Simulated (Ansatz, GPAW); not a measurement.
# The basis that the transmission of N2 in line between two Ge chains needs, part 2 of 3

Wanted: the zero-bias transmission of N2 in line between two Ge chains on a ladder of levels, with run times.

GPAW 26.7.0 and Ansatz 0.2.0; Ansatz plane waves; Landauer transmission by layers, zero bias (the session's first sound run).

So far, transmission at the Fermi level (one spin): step 2 (plane-wave reference (PBE)) 1.99.

## 3. GPAW, dzp

Localised orbitals split the wire into layers that couple to their neighbours alone, which is what the Green's function method needs; double zeta with polarisation is the usual level for numbers.

This step: GPAW LCAO, PAW setups; Landauer transmission from Green's functions with principal layers (ASE), zero bias (GPAW 26.7.0).

Contents of run.py:

```python
import json
import numpy as np
from ase import Atoms
from ase.transport.calculators import TransportCalculator
from gpaw import GPAW, FermiDirac
from gpaw.lcao.tools import get_lcao_hamiltonian
from scipy.linalg import eigh

# The junction with lead layers at both ends, along the third cell vector
device = Atoms(
    ['Ge', 'Ge', 'Ge', 'Ge', 'Ge', 'N', 'N', 'Ge', 'Ge', 'Ge', 'Ge', 'Ge'],
    positions=[
        [4.50000, 4.50000, 1.17500],
        [4.50000, 4.50000, 3.52500],
        [4.50000, 4.50000, 5.87500],
        [4.50000, 4.50000, 8.22500],
        [4.50000, 4.50000, 10.57500],
        [4.50000, 4.50000, 12.31730],
        [4.50000, 4.50000, 13.45730],
        [4.50000, 4.50000, 15.19960],
        [4.50000, 4.50000, 17.54960],
        [4.50000, 4.50000, 19.89960],
        [4.50000, 4.50000, 22.24960],
        [4.50000, 4.50000, 24.59960]],
    cell=[[9.0, 0.0, 0.0], [0.0, 9.0, 0.0], [0.0, 0.0, 25.7746]],
    pbc=True)

# One principal layer of the lead: the first 3 atoms of the device
lead = Atoms(
    ['Ge', 'Ge', 'Ge'],
    positions=[
        [4.50000, 4.50000, 1.17500],
        [4.50000, 4.50000, 3.52500],
        [4.50000, 4.50000, 5.87500]],
    cell=[[9.0, 0.0, 0.0], [0.0, 9.0, 0.0], [0.0, 0.0, 7.05]],
    pbc=True)

settings = dict(mode='lcao', basis='dzp', xc='PBE', h=0.18,
                occupations=FermiDirac(0.1), maxiter=250,
                mixer=dict(beta=0.1, nmaxold=8, weight=100.0),
                convergence=dict(density=0.0001))
energies = np.arange(-2, 2 + 1e-9, 0.05)
eta = 0.0001
n1, n2 = 1, 1
# k and -k transmit alike, so half of the mesh across the current serves
mesh = [(i, j) for i in range(n1) for j in range(n2) if (i, j) <= (-i % n1, -j % n2)]
weights = np.array([1 if (i, j) == (-i % n1, -j % n2) else 2 for i, j in mesh]) / (n1 * n2)

# [... helper functions left out ...]
fermi_lead = ground_state(lead, (1, 1, 16), 'lead.txt')
fermi_device = ground_state(device, (1, 1, 3), 'device.txt')
# [... loop over the mesh left out, but for ...]
        # Shift the lead onto the potential of the device's first layer
        shift = ((H[:, 0, 0] - H0[:, 0, 0]) / S0[0, 0]).real.mean()
# [...]
kT = 8.617333e-5 * 300
bias = [0.1, 0.2, 0.5, 1.0, 1.5, 2.0]
# [... integrals and printing left out ...]
```

Command:

```console
$ OMP_NUM_THREADS=1 OPENBLAS_NUM_THREADS=2 python run.py
```

The log of the run:

```text
basis functions: device 156, principal layer 39
Fermi level: lead -3.5426 eV, device -3.4440 eV; lead shifted by -0.0306 eV
largest coupling past the next layer 9.77e-06 eV, largest misfit of the first layer 0.036 eV
  E-E_F (eV)   T (one spin)  channels
    -2.000    7.9698e-02    1.0000
    -1.950    7.9271e-02    1.0000
    -1.900    7.8894e-02    1.0000
    -1.850    7.8558e-02    1.0000
    -1.800    7.8258e-02    1.0000
    -1.750    7.7990e-02    1.0000
    -1.700    7.7748e-02    1.0000
    -1.650    7.7529e-02    1.0000
    -1.600    7.7330e-02    1.0000
    -1.550    7.7147e-02    1.0000
    -1.500    7.6978e-02    1.0000
    -1.450    7.6820e-02    1.0000
    -1.400    7.6672e-02    1.0000
    -1.350    7.6532e-02    1.0000
    -1.300    7.6398e-02    1.0000
    -1.250    7.6268e-02    1.0000
[...]
1.650    2.0366e+00    3.0000
     1.700    2.0396e+00    3.0000
     1.750    2.0423e+00    3.0000
     1.800    2.0450e+00    3.0000
     1.850    2.0474e+00    3.0000
     1.900    2.0501e+00    3.0000
     1.950    2.0520e+00    3.0000
     2.000    2.0542e+00    3.0000
conductance at 300 K: 1.9928 G0 a cell; thermopower -0.01152 uV/K
current from the zero-bias T(E) at 0.1 V: 15.439 uA
current from the zero-bias T(E) at 0.2 V: 30.871 uA
current from the zero-bias T(E) at 0.5 V: 77.055 uA
current from the zero-bias T(E) at 1.0 V: 153.17 uA
current from the zero-bias T(E) at 1.5 V: 227.03 uA
current from the zero-bias T(E) at 2.0 V: 295.45 uA
```

Wall time 35 s (2 threads of Arm Neoverse V2, shared host); peak memory 1.2 GiB.

Numbers from this step:

```
conductance                                    : 1.993 G₀
largest coupling past the next principal layer : 9.77e-6 eV
largest misfit of the first principal layer    : 0.03593 eV
shift that aligns the lead                     : -0.03058 eV
basis functions of the junction                : 156
basis functions of a principal layer           : 39
transmission at the Fermi level (one spin)     : 1.993
```

One spin. Transmission, zone mean against energy, zero at the Fermi level:

```csv
energy (eV),"transmission, zone mean"
-2.00,0.0797
-1.90,0.0789
-1.80,0.0783
-1.70,0.0777
-1.55,0.0771
-1.45,0.0768
-1.35,0.0765
-1.25,0.0763
-1.15,0.0761
-1.05,1.07
-0.90,1.55
-0.80,1.70
-0.70,1.79
-0.60,1.86
-0.50,1.91
-0.40,1.95
-0.25,1.98
-0.15,1.99
-0.05,1.99
0.00,1.99
0.05,1.99
0.15,1.99
0.25,1.99
0.40,1.98
0.50,1.97
0.60,1.97
0.70,1.97
0.80,1.98
0.90,1.98
1.05,1.99
1.15,2.00
1.25,2.01
1.35,2.02
1.45,2.02
1.55,2.03
1.70,2.04
1.80,2.04
1.90,2.05
2.00,2.05
```

Crossings of the lead's bands, unfolded to its shortest repeat. Open channels, zone mean against energy, zero at the Fermi level:

```csv
energy (eV),"open channels, zone mean"
-2.00,1
-1.90,1
-1.80,1
-1.70,1
-1.55,1
-1.45,1
-1.35,1
-1.25,1
-1.15,1
-1.05,3
-0.90,3
-0.80,3
-0.70,3
-0.60,3
-0.50,3
-0.40,3
-0.25,3
-0.15,3
-0.05,3
0.00,3
0.05,3
0.15,3
0.25,3
0.40,3
0.50,3
0.60,3
0.70,3
0.80,3
0.90,3
1.05,3
1.15,3
1.25,3
1.35,3
1.45,3
1.55,3
1.70,3
1.80,3
1.90,3
2.00,3
```

Not self-consistent under bias; the bias window is split evenly. The current through one cell, from the zero-bias transmission by bias:

```
bias (V)  current through one cell, from the zero-bias transmission (μA)
   0.100                                                            15.4
   0.200                                                            30.9
   0.500                                                            77.1
   1.000                                                             153
   1.500                                                             227
   2.000                                                             295
```

Table of transmission of the three most open eigenchannels by energy, zero at the Fermi level:

```
energy (eV)  channel 1  channel 2  channel 3
     -2.000     0.0797          0          0
     -1.800     0.0783          0          0
     -1.600     0.0773          0          0
     -1.400     0.0767    2.0e-12    2.0e-12
     -1.200     0.0761     2.1e-8     2.1e-8
     -1.000      0.605      0.605     0.0757
     -0.800      0.811      0.811     0.0752
     -0.600      0.894      0.894     0.0746
     -0.400      0.936      0.936     0.0741
     -0.200      0.955      0.955     0.0735
      0.000      0.960      0.960     0.0730
      0.200      0.958      0.958     0.0725
      0.400      0.953      0.953     0.0720
      0.600      0.951      0.951     0.0717
      0.800      0.952      0.952     0.0714
      1.000      0.958      0.958     0.0712
      1.200      0.966      0.966     0.0712
      1.400      0.974      0.974     0.0712
      1.600      0.981      0.981     0.0714
      1.800      0.987      0.987     0.0717
      2.000      0.991      0.991     0.0720
```

At the Fermi level T is 1.99 against 1.99 in plane waves. Couplings past the next layer reach 9.8e-6 eV, small enough to drop; the matrix elements of the cell's first layer differ from the bulk lead's by up to 0.036 eV. That layer keeps its own values in the calculation, and only beyond it is the lead taken as perfect. The Fermi levels of lead and junction count from different zeros of potential, one for each periodic cell; with both set to zero, the small remaining shift is what aligns them. By hand: G = 1.993 × 77.48 μS = 154 μS, a resistance of 6.48 kΩ; at 0.1 V a linear junction would pass 15.4 μA, and the integral over the bias window gives 15.4 μA.

## 4. Single-zeta polarised basis

One radial function a shell plus polarisation makes the matrices smaller; the question is what that costs.

Edit run.py of step 3 so:

```diff
@@ -37,3 +37,3 @@
 
-settings = dict(mode='lcao', basis='dzp', xc='PBE', h=0.18,
+settings = dict(mode='lcao', basis='szp(dzp)', xc='PBE', h=0.18,
                 occupations=FermiDirac(0.1), maxiter=250,
```

The log of the run:

```text
basis functions: device 108, principal layer 27
Fermi level: lead -4.0703 eV, device -3.9959 eV; lead shifted by -0.0313 eV
largest coupling past the next layer 9.47e-06 eV, largest misfit of the first layer 0.036 eV
  E-E_F (eV)   T (one spin)  [channel counts left out]
    -2.000    6.6512e-02
    -1.950    6.6635e-02
    -1.900    6.6765e-02
    -1.850    6.6903e-02
    -1.800    6.7046e-02
    -1.750    6.7193e-02
    -1.700    6.7345e-02
    -1.650    6.7499e-02
    -1.600    6.7656e-02
    -1.550    6.7814e-02
    -1.500    6.7973e-02
    -1.450    6.8132e-02
    -1.400    6.8290e-02
    -1.350    6.8448e-02
    -1.300    6.8605e-02
    -1.250    6.8759e-02
[...]
1.650    2.0072e+00
     1.700    2.0114e+00
     1.750    2.0154e+00
     1.800    2.0191e+00
     1.850    2.0227e+00
     1.900    2.0263e+00
     1.950    2.0295e+00
     2.000    2.0327e+00
conductance at 300 K: 1.9554 G0 a cell; thermopower -0.0379 uV/K
current from the zero-bias T(E) at 0.1 V: 15.148 uA
current from the zero-bias T(E) at 0.2 V: 30.285 uA
current from the zero-bias T(E) at 0.5 V: 75.506 uA
current from the zero-bias T(E) at 1.0 V: 149.55 uA
current from the zero-bias T(E) at 1.5 V: 220.67 uA
current from the zero-bias T(E) at 2.0 V: 284.84 uA
```

The job ended after 31 s (2 threads; peak memory 1.2 GiB).

This step gave:

- conductance: 1.955 G₀
- largest coupling past the next principal layer: 9.47e-6 eV
- largest misfit of the first principal layer: 0.03592 eV
- shift that aligns the lead: -0.03130 eV
- basis functions of the junction: 108
- basis functions of a principal layer: 27
- transmission at the Fermi level (one spin): 1.956

One spin. The transmission, zone mean by energy, zero at the Fermi level:

| energy (eV) | transmission, zone mean |
| --- | --- |
| -2.000 | 0.0665 |
| -1.800 | 0.0670 |
| -1.600 | 0.0677 |
| -1.400 | 0.0683 |
| -1.200 | 0.0689 |
| -1.000 | 1.01 |
| -0.800 | 1.59 |
| -0.600 | 1.78 |
| -0.400 | 1.88 |
| -0.200 | 1.94 |
| 0.000 | 1.96 |
| 0.200 | 1.95 |
| 0.400 | 1.93 |
| 0.600 | 1.92 |
| 0.800 | 1.92 |
| 1.000 | 1.94 |
| 1.200 | 1.96 |
| 1.400 | 1.98 |
| 1.600 | 2.00 |
| 1.800 | 2.02 |
| 2.000 | 2.03 |

Not self-consistent under bias; the bias window is split evenly. Table of current through one cell, from the zero-bias transmission by bias:

```
bias (V)  current through one cell, from the zero-bias transmission (μA)
   0.100                                                            15.1
   0.200                                                            30.3
   0.500                                                            75.5
   1.000                                                             150
   1.500                                                             221
   2.000                                                             285
```

Transmission of the three most open eigenchannels against energy, zero at the Fermi level:

```csv
energy (eV),channel 1,channel 2,channel 3
-2.00,0.0665,0,0
-1.90,0.0668,0,0
-1.80,0.0670,0,0
-1.70,0.0673,0,0
-1.55,0.0678,0,0
-1.45,0.0681,0,0
-1.35,0.0684,1.4e-12,1.4e-12
-1.25,0.0688,3.9e-10,3.9e-10
-1.15,0.0691,1.3e-8,1.3e-8
-1.05,0.288,0.288,0.0694
-0.90,0.662,0.662,0.0698
-0.80,0.758,0.758,0.0700
-0.70,0.814,0.814,0.0703
-0.60,0.853,0.853,0.0705
-0.50,0.884,0.884,0.0707
-0.40,0.907,0.907,0.0710
-0.25,0.930,0.930,0.0713
-0.15,0.938,0.938,0.0715
-0.05,0.942,0.942,0.0717
0.00,0.942,0.942,0.0718
0.05,0.942,0.942,0.0719
0.15,0.940,0.940,0.0721
0.25,0.936,0.936,0.0723
0.40,0.929,0.929,0.0726
0.50,0.926,0.926,0.0728
0.60,0.923,0.923,0.0731
0.70,0.923,0.923,0.0733
0.80,0.924,0.924,0.0736
0.90,0.927,0.927,0.0739
1.05,0.934,0.934,0.0744
1.15,0.939,0.939,0.0747
1.25,0.945,0.945,0.0751
1.35,0.951,0.951,0.0755
1.45,0.956,0.956,0.0759
1.55,0.961,0.961,0.0764
1.70,0.967,0.967,0.0771
1.80,0.971,0.971,0.0776
1.90,0.974,0.974,0.0781
2.00,0.977,0.977,0.0786
```

The conductance, 1.96 G₀, lies 1.9 % below that of the dzp run.

## 5. Minimal basis

The minimal basis is the cheapest rung: no second zeta and no polarisation.

Edit run.py of step 4 so:

```diff
@@ -37,3 +37,3 @@
 
-settings = dict(mode='lcao', basis='szp(dzp)', xc='PBE', h=0.18,
+settings = dict(mode='lcao', basis='sz(dzp)', xc='PBE', h=0.18,
                 occupations=FermiDirac(0.1), maxiter=250,
```

The log of the run:

```text
basis functions: device 48, principal layer 12
Fermi level: lead -4.1361 eV, device -4.0489 eV; lead shifted by -0.0305 eV
largest coupling past the next layer 9.36e-06 eV, largest misfit of the first layer 0.034 eV
  E-E_F (eV)   T (one spin)  channels
    -2.000    6.5868e-02    1.0000
    -1.950    6.5935e-02    1.0000
    -1.900    6.6013e-02    1.0000
[...]
1.950    2.0626e+00    3.0000
     2.000    2.0653e+00    3.0000
conductance at 300 K: 1.9686 G0 a cell; thermopower -0.0586 uV/K
current from the zero-bias T(E) at 0.1 V: 15.251 uA
current from the zero-bias T(E) at 0.2 V: 30.491 uA
current from the zero-bias T(E) at 0.5 V: 76.044 uA
current from the zero-bias T(E) at 1.0 V: 150.79 uA
current from the zero-bias T(E) at 1.5 V: 222.92 uA
current from the zero-bias T(E) at 2.0 V: 289.32 uA
```

Wall time 23 s (2 threads); peak memory 1.1 GiB.

This step gave:

| Property | Result |
| --- | --- |
| conductance | 1.969 G₀ |
| largest coupling past the next principal layer | 9.36e-6 eV |
| largest misfit of the first principal layer | 0.03400 eV |
| shift that aligns the lead | -0.03048 eV |
| basis functions of the junction | 48 |
| basis functions of a principal layer | 12 |
| transmission at the Fermi level (one spin) | 1.969 |

The conductance, 1.97 G₀, lies 1.2 % below that of the dzp run.

## 6. revPBE in the dzp basis: xc = "revPBE"

Back in the dzp basis, the functional changes from PBE to revPBE, to set the spread between functionals beside that between bases.

Edit run.py of step 5 so:

```diff
@@ -37,3 +37,3 @@
 
-settings = dict(mode='lcao', basis='sz(dzp)', xc='PBE', h=0.18,
+settings = dict(mode='lcao', basis='dzp', xc='revPBE', h=0.18,
                 occupations=FermiDirac(0.1), maxiter=250,
```

The log of the run:

```text
basis functions: device 156, principal layer 39
Fermi level: lead -3.4700 eV, device -3.3705 eV; lead shifted by -0.0326 eV
largest coupling past the next layer 9.82e-06 eV, largest misfit of the first layer 0.036 eV
  E-E_F (eV)   T (one spin)  channels
    -2.000    8.4233e-02    1.0000
    -1.950    8.3651e-02    1.0000
    -1.900    8.3130e-02    1.0000
[...]
1.950    2.0552e+00    3.0000
     2.000    2.0572e+00    3.0000
conductance at 300 K: 1.9973 G0 a cell; thermopower -0.01101 uV/K
current from the zero-bias T(E) at 0.1 V: 15.474 uA
current from the zero-bias T(E) at 0.2 V: 30.942 uA
current from the zero-bias T(E) at 0.5 V: 77.239 uA
current from the zero-bias T(E) at 1.0 V: 153.6 uA
current from the zero-bias T(E) at 1.5 V: 227.82 uA
current from the zero-bias T(E) at 2.0 V: 296.77 uA
```

Wall time 35 s (2 threads); peak memory 1.2 GiB.

Numbers from this step:

```
conductance                                    : 1.997 G₀
largest coupling past the next principal layer : 9.82e-6 eV
largest misfit of the first principal layer    : 0.03639 eV
shift that aligns the lead                     : -0.03261 eV
basis functions of the junction                : 156
basis functions of a principal layer           : 39
transmission at the Fermi level (one spin)     : 1.998
```

One spin. The transmission, zone mean by energy, zero at the Fermi level:

```csv
energy (eV),"transmission, zone mean"
-2.00,0.0842
-1.90,0.0831
-1.80,0.0822
-1.70,0.0815
-1.55,0.0806
-1.45,0.0801
-1.35,0.0797
-1.25,0.0793
-1.15,0.224
-1.05,1.11
-0.90,1.57
-0.80,1.71
-0.70,1.81
-0.60,1.87
-0.50,1.92
-0.40,1.95
-0.25,1.98
-0.15,1.99
-0.05,2.00
0.00,2.00
0.05,2.00
0.15,1.99
0.25,1.99
0.40,1.98
0.50,1.98
0.60,1.98
0.70,1.98
0.80,1.98
0.90,1.99
1.05,2.00
1.15,2.00
1.25,2.01
1.35,2.02
1.45,2.03
1.55,2.03
1.70,2.04
1.80,2.05
1.90,2.05
2.00,2.06
```

The conductance, 2.00 G₀, lies 0.2 % above that of the dzp run.

## 7. The ladder

Times are for 2 threads of Arm Neoverse V2, shared host. The runs compared:

```csv
no.,run,conductance (G₀),time,memory (GiB)
1,dzp,1.993,35 s,1.2
2,szp,1.955,31 s,1.2
3,sz,1.969,23 s,1.1
4,dzp revPBE,1.997,35 s,1.2
```

## 8. Comparison

The curves are compared point by point over the common energies.

This step: comparison of transmission and cost over codes and levels (GPAW 26.7.0).

Ladder, by row:

```csv
step,code,T at the Fermi level (sum over the listed spins),conductance (G0),r.m.s. T(E) from the first,wall time (s),peak memory (GiB),threads
pw-pbe,Ansatz,1.992,-,0,111.8,2.299,2
dzp,GPAW,1.993,1.993,0.05268,35.3,1.18,2
szp,GPAW,1.956,1.955,0.1528,31.17,1.17,2
sz,GPAW,1.969,1.969,0.09424,22.92,1.09,2
dzp-revPBE,GPAW,1.998,1.997,0.04383,34.77,1.19,2
```

The transmission, zone mean, sum over the listed spins by energy, zero at the Fermi level:

```csv
energy (eV),pw-pbe,dzp,szp,sz,dzp-revPBE
-2.00,0.0731,0.0797,0.0665,0.0659,0.0842
-1.85,0.0723,0.0786,0.0669,0.0661,0.0827
-1.70,0.0717,0.0777,0.0673,0.0664,0.0815
-1.50,0.0711,0.0770,0.0680,0.0669,0.0804
-1.35,0.0707,0.0765,0.0684,0.0673,0.0797
-1.20,0.0704,0.0761,0.0689,0.0678,0.0791
-1.05,1.30,1.07,0.645,0.906,1.11
-0.90,1.66,1.55,1.39,1.48,1.57
-0.70,1.84,1.79,1.70,1.73,1.81
-0.55,1.92,1.89,1.81,1.83,1.90
-0.40,1.97,1.95,1.88,1.90,1.95
-0.25,1.99,1.98,1.93,1.94,1.98
-0.10,1.99,1.99,1.95,1.97,2.00
0.00,1.99,1.99,1.96,1.97,2.00
0.10,1.99,1.99,1.95,1.97,2.00
0.25,1.98,1.99,1.94,1.96,1.99
0.40,1.97,1.98,1.93,1.95,1.98
0.55,1.97,1.97,1.92,1.94,1.98
0.70,1.97,1.97,1.92,1.94,1.98
0.90,1.97,1.98,1.93,1.95,1.99
1.05,1.98,1.99,1.94,1.97,2.00
1.20,1.98,2.00,1.96,1.99,2.01
1.35,1.99,2.02,1.98,2.01,2.02
1.50,2.00,2.03,1.99,2.02,2.03
1.70,2.01,2.04,2.01,2.04,2.04
1.85,2.02,2.05,2.02,2.06,2.05
2.00,2.02,2.05,2.03,2.07,2.06
```

[end of part 2 of 3]

[Logs are printed without paths, hosts, clocks, repeated set-up lines and the standing remarks that a program may print on its own settings, such as how far it seeks lower states.]

[Hosts, paths, dates, database ids (printed as entryN), source tags and the programs' standing remarks are cut or masked in the printed files.]
